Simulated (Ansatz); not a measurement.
We consider zinc-blende AlSb, described by Hartree–Fock (Ansatz, a program for electronic structure, plane waves, PAW).

Run with plane-wave cutoff 460 eV, 8×8×8 k mesh, Fermi–Dirac smearing 0.01 eV, scalar-relativistic PAW data made under PBE.

Equation-of-state points:

| V (Å³/atom) | E − E_lowest (meV/atom) | P (GPa) |
|---|---|---|
| 28.912 | 15.56 | 3.43 |
| 29.323 | 8.08 | 2.42 |
| 29.673 | 3.67 | 1.61 |
| 30.548 | 0.00 | -0.22 |
| 31.195 | 3.35 | -1.42 |
| 31.956 | 13.10 | -2.67 |

### Question
What bulk modulus B0 and pressure derivative B′ does a third-order Birch–Murnaghan fit give?

### Answer
V0 = 30.435 Å³/atom, B0 = 60.3 GPa, B′ = 4.0 (fit to the energies at full precision).

Measured, for comparison: bulk modulus 58.2 GPa (temperature not stated, not corrected to a static lattice; as tabulated in Toher et al. (2017), arXiv:1611.05714); equilibrium volume per atom 28.77 Å³/atom (low temperature, thermal expansion removed or low-temperature value; zero-point expansion not removed; as tabulated in Zhang et al. (2018), doi:10.1088/1367-2630/aac7f0). Computed (rounded) less measured: bulk modulus +4 %, equilibrium volume per atom +5.8 %. A static lattice is as a rule a little smaller and stiffer than an uncorrected measurement, which narrows the difference in the bulk modulus and would widen misses of the other sign.

Spin–orbit coupling is not included.

Static lattice: no zero-point or thermal effects.

The result took around 30 core-minutes (rough).
